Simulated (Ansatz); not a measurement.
The system is Nb.

```
Nb
1.0
    -1.66395    1.66395    1.66395
     1.66395   -1.66395    1.66395
     1.66395    1.66395   -1.66395
Nb
1
Cartesian
  0.0000 0.0000 0.0000
```

| Item | Value |
| --- | --- |
| Program | Ansatz 0.2.0 |
| Task | relaxation of cell and atoms |
| Functional | PBEsol |
| Potentials or basis | Ansatz PAW |
| Cutoff | 420 eV (not typed: the program's choice for these potentials) |
| k mesh | 11 × 11 × 11 |
| Occupations | fermi-dirac, width 0.05 eV |
| Spin | no spin polarisation |

At the start: volume 18.43 Å³/atom.

Task: How do energy, volume and symmetry change on relaxing?

Result: It ends after 4 steps and the volume is 17.59 Å³/atom (-4.6 %); space group Im-3m (No. 229, to 0.05 Å).

Step by step:
| step | energy change (eV) | largest force (eV/Å) | volume (Å³) |
| --- | --- | --- | --- |
| 1 | 0.0000 | 0.0000 | 18.43 |
| 2 | -0.0209 | 0.0000 | 17.67 |
| 3 | -0.0211 | 0.0000 | 17.59 |
| 4 | -0.0210 | 0.0000 | 17.59 |

Final structure:
```
Nb
1.0
    -1.63824    1.63824    1.63824
     1.63824   -1.63824    1.63824
     1.63824    1.63824   -1.63824
Nb
1
Direct
  0.00000 0.00000 0.00000
```

Caveat: the plane-wave basis is chosen anew once the cell has moved, so the energies of steps on either side of that aren't comparable; the PAW data sets come from PBE, with cores solved anew for the run's functional, which leaves a small shift of forces and pressure.
